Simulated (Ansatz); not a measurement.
Straining SrVO$_{3}$

Method: DFT PBEsol, scalar-relativistic, plane waves, PAW (Ansatz). (420 eV cutoff, 10×10×10 k-mesh, Gaussian smearing of 0.10 eV, collinear spin)

Starting point, cell and atoms relaxed:

```
CELL_PARAMETERS angstrom
3.81032 0.00000 0.00000
0.00000 3.81032 0.00000
0.00000 0.00000 3.81032
ATOMIC_POSITIONS crystal
Sr 0.50000 0.50000 0.50000
V 0.00000 0.00000 0.00000
O 0.50000 0.00000 0.00000
O 0.00000 0.50000 0.00000
O 0.00000 0.00000 0.50000
```

Deformation: uniaxial strain along a, with the lengths of b and c and the atoms relaxed and the angles held, all within the symmetry that the strain leaves. Energies are extrapolated to zero smearing.

Starting moments were lost in some runs.

| strain (%) | ΔE (meV/atom) | a (Å) | b (Å) | c (Å) | moment (μB/cell) |
| --- | --- | --- | --- | --- | --- |
| -6.0 | 44.0 | 3.582 | 3.876 | 3.876 | 0.00 |
| -4.0 | 18.4 | 3.658 | 3.854 | 3.854 | 0.00 |
| -2.0 | 4.4 | 3.734 | 3.831 | 3.831 | 0.24 |
| +0.0 | 0.0 | 3.810 | 3.810 | 3.810 | 0.27 |
| +2.0 | 3.7 | 3.887 | 3.791 | 3.791 | 0.26 |
| +4.0 | 14.1 | 3.963 | 3.774 | 3.774 | 0.22 |
| +6.0 | 29.8 | 4.039 | 3.759 | 3.759 | 0.19 |

(1) What stiffness (1/V) d²E/dε² at zero strain does a cubic fit over all points give?

(2) How does the free axis b answer a small strain?

## Answers

(1) A cubic fit gives (1/V) d²E/dε² = 297 GPa at zero strain (Young's modulus along this axis, angles held).

(2) Between the innermost points its strain is -0.26 times the applied one.

Symmetry holds off the tilts and polar distortions that many cubic perovskites undergo.

Cost: 7 runs of about 11 core-minutes in all, on Arm Neoverse V2 (shared hosts).